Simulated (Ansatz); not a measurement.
Relaxed-ion elastic tensor of CsPbI₃ (cubic perovskite, space group No. 221) in GPa (Voigt order), plane-wave PAW r²SCAN (Ansatz code); density 4.71 g/cm³, 50.79 Å³ per atom.

```
39.7   5.1   5.1   0.0   0.0   0.0
 5.1  39.7   5.1   0.0   0.0   0.0
 5.1   5.1  39.7   0.0   0.0   0.0
 0.0   0.0   0.0   4.3   0.0   0.0
 0.0   0.0   0.0   0.0   4.3   0.0
 0.0   0.0   0.0   0.0   0.0   4.3
```

Q: Is the crystal mechanically stable?

A: Yes: the smallest eigenvalue of C is 4.3 GPa.

Q: Work out the Voigt, Reuss and Hill averages.

A: K_V = 16.6, K_R = 16.6, K_H = 16.6; G_V = 9.5, G_R = 6.2, G_H = 7.9 GPa.

Q: Give Young's modulus, Poisson's ratio, Pugh's ratio and the universal anisotropy index.

A: E = 9KG/(3K + G) = 20.4 GPa; ν = 0.30; K/G = 2.12 (ductile by the Pugh limit of 1.75); A_U = 5G_V/G_R + K_V/K_R − 6 = 2.70.

Q: Estimate the sound speeds and the Debye temperature.

A: v_l = √((K + 4G/3)/ρ) = 2400 m/s, v_t = √(G/ρ) = 1290 m/s, mean 1440 m/s; Θ = (h/k)(3n/4πV)^(1/3) v_m = 116 K.

Q: Give the Zener ratio and Young's modulus along [100], [110] and [111].

A: A = 2C44/(C11 − C12) = 0.25; 1/E = S11 − 2(S11 − S12 − S44/2)Γ with Γ = 0, 1/4, 1/3 gives 38.6, 14.4, 12.0 GPa.

Q: Solve the Christoffel equation for the three sound speeds along [100], [110], [111].

A: Eigenvalues of C_ijkl n_j n_l equal ρv². In km/s, slowest first: [100] 0.96, 0.96, 2.90; [110] 0.96, 1.92, 2.38; [111] 1.66, 1.66, 2.18.

Space group Pm-3m (cubic perovskite). This is a known high-temperature phase of the composition, computed here at zero pressure and temperature. The r²SCAN relaxation kept the symmetry of its start; of distortions, only those at the zone centre were tested. Spin–orbit coupling is left out wherever it is not named.

Potentials: the later of the program's two PAW sets.
